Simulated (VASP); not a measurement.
A run of VASP 6.6.1 is set up as follows.

Contents of INCAR:

```
ALGO = Fast
EDIFF = 1E-6
ENCUT = 520
GGA = PE
ISIF = 2
ISMEAR = 0
LASPH = T
LCHARG = T
LELF = T
LREAL = F
LVHAR = T
LWAVE = F
NBANDS = 12
NELM = 100
PREC = Accurate
SIGMA = 0.05
```

File KPOINTS:

```
k-points
0
Gamma
  18 18 18
```

POSCAR

```
Tc
1.0
    0.0000000000      1.9358960586      1.9358960586
    1.9358960586      0.0000000000      1.9358960586
    1.9358960586      1.9358960586      0.0000000000
Tc
1
Direct
    0.0000000000      0.0000000000      0.0000000000
```

Potentials or basis: VASP PAW PBE potentials, release 64 (Tc_pv).

Command:

```sh
$ cat potpaw_PBE.64/Tc_pv/POTCAR > POTCAR
$ mpirun -np 1 vasp_std > vasp.out
```

Question: What does it give for the pressure?

Answer: -0.7 GPa.

Question: What does it give for the band gap on the k mesh?

Answer: None (metal or under the smearing width).
